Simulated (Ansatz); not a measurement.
An element in the fcc structure gives these cold pressures by all-electron LAPW under PBEsol (Ansatz 0.2.0, scalar-relativistic, no spin polarisation).

```
V (Å³/atom)  P (GPa)
      21.56     0.03
      18.97    17.18
      16.82     40.8
      14.66     80.9
      12.50    152.9
      10.78    259.7
       9.27    428.4
```

Q: Which element is it?

A: Hf. Its zero-pressure volume in this structure is near 21.6 Å³/atom; the volume and the steepness of P(V) together point to it, though neighbours can come close. Other candidates weren't computed, and some may come near.
